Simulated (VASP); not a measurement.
A run of VASP 6.6.1 is set up as follows.

File INCAR:

```
SYSTEM = PbSe
ALGO = Fast ; EDIFF = 1E-7
ENCUT = 520 ; GGA = PE
ISIF = 2 ; ISMEAR = 0
LASPH = .TRUE. ; LCHARG = .FALSE.
LREAL = .FALSE. ; LWAVE = .FALSE.
NBANDS = 28 ; NELM = 100
PREC = Accurate ; SIGMA = 0.02
```

The input KPOINTS:

```
k-points
0
G
  8 8 4
  0 0 0
```

POSCAR

```
PbSe
1.0
    2.1320823001     -3.6986445919      0.0000000000
    2.1320823001      3.6986445919      0.0000000000
    0.0000000000      0.0000000000      7.9266649637
Pb Se
2 2
Direct
    0.8331975134      0.1668024866      0.7278594455
    0.1668024866      0.8331975134      0.2278594455
    0.4999401503      0.5000598497      0.0219901382
    0.5000598497      0.4999401503      0.5219901382
```

Potentials or basis: VASP PAW PBE potentials, release 64 (Pb_d, Se).

Launch:

```console
$ cat potpaw_PBE.64/Pb_d/POTCAR potpaw_PBE.64/Se/POTCAR > POTCAR
$ mpirun -np 1 vasp_std > vasp.out
```

**Question.** Predict the pressure.

**Answer.** 0.0 GPa.

**Question.** Predict the band gap on the k mesh.

**Answer.** 0.72 eV, indirect (least direct gap 0.73 eV).

**Question.** Predict the largest force.

**Answer.** 0.007 eV/Å.

Forces in eV/Å, atoms in the order of the input:
```
Pb   0.000 -0.001  0.007
Pb   0.000  0.001  0.007
Se   0.000 -0.001 -0.007
Se   0.000  0.001 -0.007
```

Caveat: spin-orbit coupling is left out, which as a rule narrows the gap of such compounds by several tenths of an eV. A k mesh can miss the band edges.
